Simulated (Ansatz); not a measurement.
# Ga2STe monolayer in a perpendicular field, part 2 of 2

Wanted: the out-of-plane response of the Ga2STe monolayer. A positive field points along +c.

Ansatz 0.2.0; plane-wave DFT, PBE-D3(BJ), Ansatz PAW.

So far. Step 2 (Relaxation): The lattice constant a goes from 3.845 to 3.849 Å.

**3. Atoms held, field 0**

A sawtooth potential applies the field, turning back in the middle of the vacuum. With the dipole correction the typed value is the field outside the slab. The induced dipole is small, so the SCF threshold is tight.

The cell differs from the one that the last finished run ended in (c 39.951 → 22.799 Å).

File input.yaml:

```yaml
crystal:
  lattice:
    - [3.8486723843, 0.0, 0.0]
    - [-1.9243361922, 3.3330480557, 0.0]
    - [0.0, 0.0, 22.7991505556]
  atoms:
    - { symbol: Te, position: [0.3333333333, 0.6666666667, 0.3947515491] }
    - { symbol: Ga, position: [0.0, 0.0, 0.4555219304] }
    - { symbol: Ga, position: [0.0, 0.0, 0.5627421812] }
    - { symbol: S, position: [0.3333333333, 0.6666666667, 0.6052484509] }
kpoints:
  mp_grid: { grid: [12, 12, 1] }
  band_path:
    path: [[0, 0, 0], [0.5, 0, 0], [0.33333333, 0.33333333, 0], [0, 0, 0]]
    npoints: 16
hamiltonian:
  xc: pbe
  dispersion: d3bj
scf:
  occupations: { method: fermi_dirac, width: 0.02585 }
  convergence: { dr2_threshold: 1.0e-10 }
efield:
  axis: 3
  dipole_correction: true
  ramp_position: 0.97
  ramp_width: 0.06
  amplitude: 0
output:
  dos: { projected: true, e_range: [-6, 5] }
  write_potential: true
  write_density: true
  volumetric_format: npy
  elf: true
```

Run with:

```bash
$ ansatz run input.yaml --threads 2 --pin off --max-ram 3072MiB --backend cpu --events-out ev --progress --plain --runs-dir out
```

Numbers of over 12 decimals in the logs are rounded to 6 here.

Log:

```text
[...]
Crystal: 4 atoms, lattice volume = 292.463 Å³
Basis set: ecut = 420 eV, 5693 PW (Γ)
Bands: 29, of which v1, the nominal top of the filled ones, is band 24 counted from 1 (23 counted from 0)
Symmetry: 6 space group operations
[...]
k-points: 19 of 144 (time reversal used)
[...]
SCF iter   1: F=—  HF=-15450.709368 eV  |F-HF|=—  |Δ(HF+E_count)|=         —  Δρ=1.15e-3  dr2=1.56e-2  ethr=1.77e-3  p=-0.049 e·Å  D=-3.05e-2 V/Å  ΔV_dip=0.70 eV  dr2_dipole=3.87e-3  V_vac-E_F(+/−)=4.94/4.24 eV  ⟨swp⟩=8.1  Hψ=2730  notcnv=0
efield: sawtooth ramp at fractional position 0.9700 (set: `efield.ramp_position`, or a place that a band, a saddle search or an elastic batch's reference lends), width 0.0600; the density the first Hamiltonian is built on has a dipole p = -0.049 e·Å; the dipole correction subtracts the counter field D = -3.05e-2 V/Å, which shifts the + side's vacuum level by +0.70 eV against the − side's; the planar-averaged density in the ramp window peaks in size at 9.9e-6 e/Å³
[...]
SCF iter   2: F=—  HF=-15450.711137 eV  |F-HF|=—  |Δ(HF+E_count)|=   1.77e-3  Δρ=1.13e-3  dr2=3.34e-2  ethr=3.24e-5  p=-0.021 e·Å  D=-1.28e-2 V/Å  ΔV_dip=0.29 eV  dr2_dipole=1.19e-2  V_vac-E_F(+/−)=4.74/4.45 eV  ⟨swp⟩=3.0  Hψ=1201  notcnv=0  defer=17
[...]
SCF iter  11: F=-15450.706921 eV  HF=-15450.706921 eV  |F-HF|=3.64e-12  |Δ(HF+E_count)|=  8.37e-11  Δρ=1.32e-7  dr2=5.87e-11  ethr=1.00e-12  p=-0.043 e·Å  D=-2.63e-2 V/Å  ΔV_dip=0.60 eV  dr2_dipole=8.61e-12  V_vac-E_F(+/−)=4.88/4.28 eV  ⟨swp⟩=9.4  Hψ=1756  notcnv=0
SCF 1 converged in 11 iterations: F = -15450.706921 eV  dr2 = 5.87e-11
[...]
NSCF: frozen V_eff on 49 k-points
efield: sawtooth ramp at fractional position 0.9700 (kept from the solve that this one continues, or follows in the run), width 0.0600; the density the first Hamiltonian is built on has a dipole p = -0.043 e·Å; the dipole correction subtracts the counter field D = -2.63e-2 V/Å, which shifts the + side's vacuum level by +0.60 eV against the − side's; the planar-averaged density in the ramp window peaks in size at 6.7e-6 e/Å³
WARN: The output density's exchange-correlation potential varies sharply where the density is thin. Do not read a vacuum level from v_tot or v_xc, or from such a field of the output density. On a cell that repeats whose density bears no net charge and no dipole along the vacuum's axis use v_es (v_loc + v_h of the components); under efield.dipole_correction with no amplitude use v_es + v_field, which holds any externa [...]
SCF converged after 11 iterations
Free energy (F): -15450.706921 eV
[...]
Internal energy: -15450.706921 eV  (E = F + TS)
E sigma→0 (E₀):  -15450.706921 eV
Fermi energy:    -0.365516 eV
Dipole field:    D = -0.026307 V/Å  (p = -0.042519 e·Å, saw-weighted, corrected)
Work function:   Φ+ = 4.8838 eV   Φ− = 4.2840 eV
Levels:          The Fermi level and band energies are counted from a zero that moves with the ramp; work functions are not
[...]
--- Band table (eV; the first three rows and the last of 19) ---
  k-point 0: bands = [... 20 lower, -3.0093, -1.7047, -0.8214, -0.8214, 0.0723, 2.1461, 2.9060, 2.9060, ... 1 higher]
  k-point 1: bands = [... 20 lower, -3.0929, -1.6928, -1.4458, -0.9823, 0.4326, 2.4068, 2.8005, 3.0518, ... 1 higher]
  k-point 2: bands = [... 20 lower, -3.3052, -2.7274, -1.5629, -1.3584, 0.9741, 1.8751, 3.1722, 3.3615, ... 1 higher]
  k-point 18: bands = [... 20 lower, -4.6975, -3.5552, -3.0706, -2.7078, 0.9641, 1.5395, 3.2494, 3.8587, ... 1 higher]
```

Wall time 31 s (2 threads of Arm Neoverse N1, shared host); peak memory 0.6 GiB.

Reading the cycles: dr2 is the Hartree energy of the density residual (eV), the measure of convergence; HF is the Harris–Foulkes estimate of the energy, which meets the free energy F at convergence.

This step gave:

* dipole along the normal: -0.04252 e·Å
* gap along the path: 0.8937 eV
* smallest direct gap along the path: 0.8937 eV
* step between the vacuum levels: 0.5998 eV
* ionisation energy, upper face: 5.340 eV
* electron affinity, upper face: 4.446 eV
* ionisation energy, lower face: 4.740 eV
* gap, the smaller of path and mesh: 0.8937 eV

Running mean over a fixed 2.7 Å (it still follows the layers) of the planar mean; the ramp of the sawtooth is left out. The electron's electrostatic potential energy less the Fermi level by z:

| z (Å) | electron's electrostatic potential energy less the Fermi level (eV) |
| --- | --- |
| 3.0 | 4.28 |
| 3.5 | 4.28 |
| 4.0 | 4.28 |
| 4.5 | 4.28 |
| 5.0 | 4.28 |
| 5.5 | 4.27 |
| 6.0 | 4.21 |
| 6.5 | 3.98 |
| 7.0 | 3.13 |
| 7.5 | 2.03 |
| 8.0 | 1.10 |
| 8.5 | -0.649 |
| 9.0 | -2.31 |
| 9.5 | -3.29 |
| 10.0 | -3.04 |
| 10.5 | -2.68 |
| 11.0 | -2.18 |
| 11.5 | -1.85 |
| 12.0 | -2.29 |
| 12.5 | -3.31 |
| 13.0 | -4.33 |
| 13.5 | -4.21 |
| 14.0 | -2.90 |
| 14.5 | -0.968 |
| 15.0 | 1.43 |
| 15.5 | 3.45 |
| 16.0 | 4.54 |
| 16.5 | 4.81 |
| 17.0 | 4.87 |
| 17.5 | 4.88 |
| 18.0 | 4.88 |
| 18.5 | 4.88 |
| 19.0 | 4.88 |
| 19.5 | 4.88 |

The density of states has structure finer than the step of the table below, so its rows give means over 0.25 eV, whole bins alone (the curve runs from -6 to 2.41 eV). Peaks (eV: height): -4.210: 4.99, -3.770: 4.35, -3.020: 7.97, -2.580: 5.97, -2.330: 10.6, 1.440: 5.07, 1.910: 5.00.

Density of states against energy, zero at the Fermi level of the run, which the smearing sets inside the gap; means over each step:

| energy (eV) | density of states (states/eV a cell) |
| --- | --- |
| -5.75 | 0.614 |
| -5.50 | 0.569 |
| -5.25 | 0.514 |
| -5.00 | 0.880 |
| -4.75 | 1.09 |
| -4.50 | 1.53 |
| -4.25 | 3.50 |
| -4.00 | 2.53 |
| -3.75 | 3.67 |
| -3.50 | 2.56 |
| -3.25 | 2.42 |
| -3.00 | 4.41 |
| -2.75 | 2.75 |
| -2.50 | 2.80 |
| -2.25 | 3.86 |
| -2.00 | 2.34 |
| -1.75 | 1.89 |
| -1.50 | 1.91 |
| -1.25 | 1.92 |
| -1.00 | 0.849 |
| -0.75 | 0.379 |
| -0.50 | 0.182 |
| -0.25 | 0 |
| 0.00 | 0 |
| 0.25 | 0 |
| 0.50 | 0.0454 |
| 0.75 | 0.655 |
| 1.00 | 1.32 |
| 1.25 | 1.87 |
| 1.50 | 3.49 |
| 1.75 | 2.61 |
| 2.00 | 3.50 |
| 2.25 | 1.67 |

Projected DOS per atom over height of the atomic layer and energy from the Fermi level. Layers: Te Ga Ga S from below.

Values in states/eV, 22 rows by 4 columns, each cell a mean:
```
0.38 0.58 0.36 0.21
0.75 0.92 0.75 0.50
0.57 0.73 1.01 0.62
0.19 0.23 0.57 0.37
0.08 0.07 0.24 0.15
0.00 0.00 0.00 0.00
0.00 0.00 0.00 0.00
0.09 0.02 0.00 0.00
0.34 0.09 0.00 0.02
0.74 0.30 0.13 0.53
0.87 0.39 0.18 0.42
1.24 0.55 0.21 0.28
1.72 0.69 0.25 0.45
1.08 0.42 0.21 1.41
1.18 0.41 0.28 1.62
0.37 0.23 0.47 1.74
0.74 0.49 0.52 1.41
0.73 0.53 0.60 1.15
0.17 0.10 0.32 0.60
0.14 0.09 0.20 0.34
0.16 0.12 0.10 0.16
0.21 0.18 0.11 0.14
```
Columns: height of the atomic layer (Å) from 9 to 13.8 (not evenly spaced); rows upwards: energy from the Fermi level (eV) from -5.96 to 2.41.

The electronic bands at the labelled points (eV, zero at the Fermi level of the run, which the smearing sets inside the gap):

| point | band 21 | band 22 | band 23 | band 24 | band 25 | band 26 | band 27 | band 28 |
| --- | --- | --- | --- | --- | --- | --- | --- | --- |
| Γ | -2.64 | -1.34 | -0.46 | -0.46 | 0.44 | 2.51 | 3.27 | 3.27 |
| halfway | -3.20 | -3.09 | -1.41 | -1.34 | 1.33 | 1.84 | 3.55 | 3.97 |
| M | -3.64 | -2.75 | -2.39 | -2.07 | 0.68 | 1.39 | 2.84 | 3.42 |
| halfway | -3.78 | -3.28 | -2.55 | -2.37 | 1.30 | 2.03 | 3.10 | 3.72 |
| K | -4.33 | -3.19 | -2.71 | -2.34 | 1.33 | 1.91 | 3.61 | 4.22 |
| halfway | -3.68 | -3.01 | -2.32 | -1.38 | 1.97 | 2.27 | 3.20 | 3.76 |
| Γ | -2.64 | -1.34 | -0.46 | -0.46 | 0.44 | 2.51 | 3.27 | 3.27 |

Electrostatic potential energy in the ca plane at fractional y = 0.667, with atoms of Te and S within 0.2 Å of it. With pseudopotentials it is smooth inside the atoms' cores, unlike the true potential.

Ten even steps from '0' (-22 eV) to '9' (4 eV), each cell a mean:
```
99999999999999999998887777888776788999999999
99999999999999999999887767888766788999999999
99999999999999999998887777888877788999999999
99999999999999999875456788899887777899999999
99999999999999999731312688999987311589999999
99999999999999998528992489999984000169999999
99999999999999998439994379999982000059999999
99999999999999998617981489999984000179999999
99999999999999999741113688999987422689999999
99999999999999999986567778898887777899999999
```
Columns run along c (16.0 Å, from fractional 0.07 to 0.78 of the cell; values clipped at the 3rd and 97th percentile), rows up along a (3.8 Å). Atoms in or near the plane, at fractional coordinates: Te at (0.39, 0.33), S at (0.61, 0.33).

Valence density in the ca plane at fractional y = 0.667, with atoms of Te and S within 0.2 Å of it. It is the smooth field of the valence electrons, not physical close to the nuclei.

Values in units of 1e0 e/Å³, 6 rows by 16 columns, each cell a mean:
```
0.0 0.0 0.0 0.0 0.0 0.0 0.0 0.1 0.2 0.1 0.1 0.2 0.1 0.0 0.0 0.0
0.0 0.0 0.0 0.0 0.0 0.0 0.1 0.2 0.2 0.1 0.1 0.2 0.1 0.0 0.0 0.0
0.0 0.0 0.0 0.0 0.0 0.0 0.3 1.1 0.4 0.1 0.1 0.4 0.6 0.1 0.0 0.0
0.0 0.0 0.0 0.0 0.0 0.0 1.0 9.7 0.9 0.1 0.1 0.7 0.8 0.3 0.0 0.0
0.0 0.0 0.0 0.0 0.0 0.0 0.7 6.6 0.7 0.1 0.1 0.6 0.9 0.3 0.0 0.0
0.0 0.0 0.0 0.0 0.0 0.0 0.2 0.6 0.3 0.1 0.1 0.3 0.4 0.1 0.0 0.0
```
Columns run along c (16.0 Å, from fractional 0.07 to 0.78 of the cell), rows up along a (3.8 Å). Atoms in or near the plane, at fractional coordinates: Te at (0.39, 0.33), S at (0.61, 0.33).

ELF in the ca plane at fractional y = 0.667, with atoms of Te and S within 0.2 Å of it. It is the smooth field of the valence electrons, not physical close to the nuclei.

Ten even steps from '0' (0.00) to '9' (0.93), each cell a mean:
```
00000011233443233443222321100000000000000000
00000000011222224543222110000000000000000000
00000012344443333433223332100000000000000000
00001357766666432112357777642100000000000000
00013688754456531001478889975310000000000000
00125788520135530002687459997420000000000000
00135787510024530002686028997521000000000000
00125788631135530002688569997420000000000000
00013678754456531001478889875310000000000000
00001246766665432222246776532000000000000000
```
Columns run along c (16.0 Å, from fractional 0.23 to 0.93 of the cell), rows up along a (3.8 Å). Atoms in or near the plane, at fractional coordinates: Te at (0.39, 0.33), S at (0.61, 0.33).

The gap is 0.89 eV, with the valence edge 5.34 eV and the conduction edge 4.45 eV under the upper vacuum level. Spin-orbit coupling, left out in this run, matters for the bands of elements this heavy.

**4. Atoms held, field 0.1 V/Å**

Edit input.yaml of step 3 so:

```diff
@@ -26,5 +26,4 @@
   ramp_width: 0.06
-  amplitude: 0
+  amplitude: 0.1
 output:
-  dos: { projected: true, e_range: [-6, 5] }
   write_potential: true
@@ -32,2 +31 @@
   volumetric_format: npy
-  elf: true
```

Log:

```text
[...]
Crystal: 4 atoms, lattice volume = 292.463 Å³
Basis set: ecut = 420 eV, 5693 PW (Γ)
Bands: 29, of which v1, the nominal top of the filled ones, is band 24 counted from 1 (23 counted from 0)
Symmetry: 6 space group operations
[...]
k-points: 19 of 144 (time reversal used)
[...]
k-point 0: bands = [... 20 lower, -3.0055, -1.7105, -0.8502, -0.8502, 0.0641, 2.1125, 2.8951, 2.8951, ... 1 higher]
  k-point 1: bands = [... 20 lower, -3.0892, -1.7120, -1.4647, -1.0111, 0.4264, 2.3813, 2.7658, 3.0409, ... 1 higher]
  k-point 2: bands = [... 20 lower, -3.3015, -2.7583, -1.5733, -1.3871, 0.9699, 1.8523, 3.1529, 3.3499, ... 1 higher]
  k-point 18: bands = [... 20 lower, -4.7239, -3.5563, -3.0843, -2.7317, 0.9448, 1.5220, 3.2315, 3.8436, ... 1 higher]
[key lines of the parts left out:]
SCF converged after 15 iterations
Free energy (F): -15450.705107 eV
Fermi energy:    -0.384034 eV
Dipole field:    D = 0.003861 V/Å  (p = 0.006240 e·Å, saw-weighted, corrected)
```

Wall time 34 s (2 threads); peak memory 0.54 GiB; 66 s of CPU time.

The dipole is 0.00624 e·Å, 0.0488 e·Å from its value without field, and the gap 0.914 eV.

**5. Atoms held, field -0.1 V/Å**

Edit input.yaml of step 4 so:

```diff
@@ -26,3 +26,3 @@
   ramp_width: 0.06
-  amplitude: 0.1
+  amplitude: -0.1
 output:
```

Log:

```text
[...]
Crystal: 4 atoms, lattice volume = 292.463 Å³
Basis set: ecut = 420 eV, 5693 PW (Γ)
Bands: 29, of which v1, the nominal top of the filled ones, is band 24 counted from 1 (23 counted from 0)
Symmetry: 6 space group operations
[...]
k-points: 19 of 144 (time reversal used)
[...]
k-point 0: bands = [... 20 lower, -3.0142, -1.7002, -0.7935, -0.7935, 0.0793, 2.1766, 2.9157, 2.9157, ... 1 higher]
  k-point 1: bands = [... 20 lower, -3.0977, -1.6758, -1.4269, -0.9545, 0.4374, 2.4287, 2.8263, 3.0614, ... 1 higher]
  k-point 2: bands = [... 20 lower, -3.3099, -2.6975, -1.5535, -1.3308, 0.9770, 1.8958, 3.1826, 3.3719, ... 1 higher]
  k-point 18: bands = [... 20 lower, -4.6719, -3.5560, -3.0580, -2.6842, 0.9823, 1.5558, 3.2658, 3.8722, ... 1 higher]
[key lines of the parts left out:]
SCF converged after 14 iterations
Free energy (F): -15450.713609 eV
Fermi energy:    -0.348108 eV
Dipole field:    D = -0.056452 V/Å  (p = -0.091241 e·Å, saw-weighted, corrected)
```

Elapsed: 33 s, on 2 threads; peak memory 0.55 GiB.

The dipole is -0.0912 e·Å, -0.0487 e·Å from its value without field, and the gap 0.873 eV.

**6. Response, atoms held**

This step: plane-wave DFT, PBE-D3(BJ), Ansatz PAW; response to a field along the normal, atoms held (Ansatz 0.2.0).

The dipoles give the slope, and the difference of two potentials shows where the field is screened.

This step gave:

```
equivalent conductor thickness p/(ε₀AE) : 6.875 Å
distance between the outer atoms        : 4.799 Å
```

Table of dipole of the cell by applied field:

| applied field (V/Å) | dipole of the cell (e·Å) |
| --- | --- |
| -0.1000 | -0.0912 |
| 0.0000 | -0.0425 |
| 0.1000 | 0.00624 |

Local field over the applied field, running mean. From the potentials at -0.1 and 0.1 V/Å; running mean over 2.5 Å. The local field over applied field by z:

| z (Å) | local field over applied field |
| --- | --- |
| 4.5 | 0.997 |
| 5.0 | 0.991 |
| 5.5 | 0.976 |
| 6.0 | 0.940 |
| 6.5 | 0.862 |
| 7.0 | 0.727 |
| 7.5 | 0.556 |
| 8.0 | 0.377 |
| 8.5 | 0.211 |
| 9.0 | 0.0903 |
| 9.5 | 0.0450 |
| 10.0 | 0.0457 |
| 10.5 | 0.0580 |
| 11.0 | 0.0828 |
| 11.5 | 0.106 |
| 12.0 | 0.0971 |
| 12.5 | 0.0834 |
| 13.0 | 0.0952 |
| 13.5 | 0.142 |
| 14.0 | 0.244 |
| 14.5 | 0.403 |
| 15.0 | 0.580 |
| 15.5 | 0.745 |
| 16.0 | 0.875 |
| 16.5 | 0.949 |
| 17.0 | 0.981 |
| 17.5 | 0.994 |
| 18.0 | 0.998 |
| 18.5 | 0.999 |

Electrons, planar mean, per unit field. The induced electron density by z:

| z (Å) | induced electron density (e/Å³ per V/Å) |
| --- | --- |
| 4.13 | 6.0e-6 |
| 4.56 | 1.5e-5 |
| 4.99 | 3.8e-5 |
| 5.27 | 7.0e-5 |
| 5.70 | 1.7e-4 |
| 6.13 | 3.8e-4 |
| 6.55 | 8.1e-4 |
| 6.84 | 0.00131 |
| 7.27 | 0.00242 |
| 7.69 | 0.00342 |
| 8.12 | 0.00273 |
| 8.41 | 0.00143 |
| 8.83 | 9.3e-4 |
| 9.26 | 4.6e-4 |
| 9.69 | 1.9e-5 |
| 9.97 | -6.5e-4 |
| 10.40 | -0.00128 |
| 10.83 | -1.1e-4 |
| 11.26 | 5.6e-4 |
| 11.54 | 1.3e-4 |
| 11.97 | -5.5e-4 |
| 12.40 | 1.8e-4 |
| 12.82 | 0.00114 |
| 13.11 | 1.9e-4 |
| 13.54 | -8.5e-4 |
| 13.96 | -0.00122 |
| 14.39 | -0.00264 |
| 14.68 | -0.00341 |
| 15.10 | -0.00277 |
| 15.53 | -0.00152 |
| 15.96 | -7.1e-4 |
| 16.24 | -4.1e-4 |
| 16.67 | -1.7e-4 |
| 17.10 | -6.7e-5 |
| 17.53 | -2.6e-5 |
| 17.81 | -1.3e-5 |
| 18.24 | -5.0e-6 |
| 18.67 | -1.8e-6 |

The smaller of the gaps on the path and on the k-mesh, counted as 0 under 0.03 eV. Gap against applied field:

| applied field (V/Å) | gap (eV) |
| --- | --- |
| -0.1000 | 0.873 |
| 0.0000 | 0.894 |
| 0.1000 | 0.914 |

By hand: between -0.1 and 0.1 V/Å the dipole changes by 0.09748 e·Å, a slope of 0.4874 e·Å²/V. A perfect conductor of thickness t has p = ε₀AEt, so t = 180.95 × 0.4874 / 12.828 = 6.88 Å (e/ε₀ = 180.95 V·Å, A in Å²).

The induced dipole is that of a conductor 6.88 Å thick.

**7. What came out**

```yaml
gap_without_field: 0.894 eV
ionisation_energy_upper_face: 5.34 eV
electron_affinity_upper_face: 4.45 eV
step_between_the_vacuum_levels: 0.600 eV
equivalent_conductor_thickness_atoms_held: 6.88 Å
```

**Reading.** The induced dipole equals that of a perfect conductor 6.88 Å thick, while the outer atoms lie 4.80 Å apart; an out-of-plane ε follows only once a thickness t is chosen, by 1 − 1/ε = 6.88 Å / t. The two faces differ: the vacuum level above lies 0.60 eV higher than the one below. The gap goes from 0.89 eV to 0.87 eV at -0.1 V/Å. Semilocal functionals give gaps that are too small, and excitons are not included. Spin-orbit coupling is left out, which matters for the bands of elements this heavy.

[Logs are printed without paths, hosts, clocks, repeated set-up lines and the standing remarks that a program may print on its own settings, such as how far it seeks lower states.]

[Hosts, paths, dates, database ids (printed as entryN), source tags and the programs' standing remarks are cut or masked in the printed files.]

[Maps of the electrostatic potential energy from Ansatz leave out the sawtooth potential of an applied field or a dipole correction, so their vacuum need not be flat; planar profiles and work functions include it.]

[The density of states shown here was stored with 400 of the rows of the run's finer table, so its peaks can read low, often by over a quarter, or be missed, and its means over a window can be off by a tenth or more.]
